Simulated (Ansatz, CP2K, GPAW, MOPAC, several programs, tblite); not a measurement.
**Many methods on one cell: BeSe (F-43m)**

BeSe (started from an entry of an open crystallographic database), relaxed with r2SCAN in Ansatz, was computed with several methods. The symmetry is F-43m (No. 216, cubic); conventional cell a = 5.162 Å, 17.19 Å³ an atom. Be has 4 Se at 2.24 Å; Se has 4 Be at 2.24 Å. The values are computed, spin-unpolarised, and not measurements.

```
Be Se
1.0
     0.00000    2.58104    2.58104
     2.58104    0.00000    2.58104
     2.58104    2.58104    0.00000
Be Se
1 1
Cartesian
  0.0000 0.0000 0.0000
  1.2905 1.2905 1.2905
```

Gaps and times are for a single point on this cell; volume and bulk modulus come from each method's own relaxation or energy curve at fixed shape. Times are rough, from shared hosts (Arm Neoverse V1), and each method has its own mesh and cell size. PM6 (MOPAC): levels, charges or heat of formation failed a check of plausibility, so no values are given. PM6 (MOPAC), PM7 (MOPAC), GFN1-xTB (tblite), GFN2-xTB (tblite) treat a cluster of cells at its zone centre, which samples few k points: where these miss a band edge, the gap comes out too large for that reason alone. Gaps from k meshes are read at a limited set of points (mesh, symmetry points, PBE's band edges), so each method's own least gap may be somewhat smaller. xTB and the PM methods were fitted mostly to molecules, and can miss a solid's gap by electronvolts. Minimal bases can be far off for gaps. PBE/DZVP lies far from plane-wave PBE here, an effect of basis or sampling. GLLB-SC's gap includes the derivative discontinuity. d marks a direct gap, i an indirect one (no mark: not told apart), a dash a value that wasn't computed or didn't pass its checks.

| method | kind | gap (eV) | own volume (Å³/atom) | bulk modulus (GPa) | atoms computed | processor time |
| --- | --- | --- | --- | --- | --- | --- |
| light PBE (260 eV and a coarse mesh) | light plane-wave | 2.66 i | – | – | 2 | 0.73 s |
| PM6 (MOPAC) | semi-empirical | – | – | – | 64 | 2 s |
| PBE | semilocal | 2.66 i | 17.35 | 75 | 2 | 2 s |
| PM7 (MOPAC) | semi-empirical | 3.58 | 18.19 | 77 | 64 | 2.2 s |
| PBE/single zeta (GPAW) | small basis | 3.03 d | – | – | 2 | 2.5 s |
| GFN1-xTB (tblite) | tight binding | 1.56 | 17.06 | 89 | 64 | 3.4 s |
| r2SCAN | semilocal | 3.12 i | 17.19 | 80 | 2 | 4.7 s |
| PBE/SZV (CP2K) | small basis | 3.54 d | – | – | 2 | 5 s |
| GFN2-xTB (tblite) | tight binding | 6.02 | – | – | 64 | 5.8 s |
| GLLB-SC (GPAW) | model potential | 4.24 | – | – | 2 | 6.8 s |
| PBE/DZVP (CP2K) | small basis | 3.53 i | – | – | 2 | 7.2 s |

Against r2SCAN (3.12 eV) and with closed or daggered gaps left aside, the nearest gap at the points sampled is that of PBE/single zeta (GPAW) (-0.09 eV) and the farthest that of GFN2-xTB (tblite) (+2.90 eV). r2SCAN is only a yardstick of convenience: semilocal gaps usually lie below measured ones, which GLLB-SC and hybrids aim to mend.

Volumes against r2SCAN's: PBE +0.9 %, PM7 (MOPAC) +5.8 %, GFN1-xTB (tblite) -0.8 %.

Spin-orbit coupling is left out.
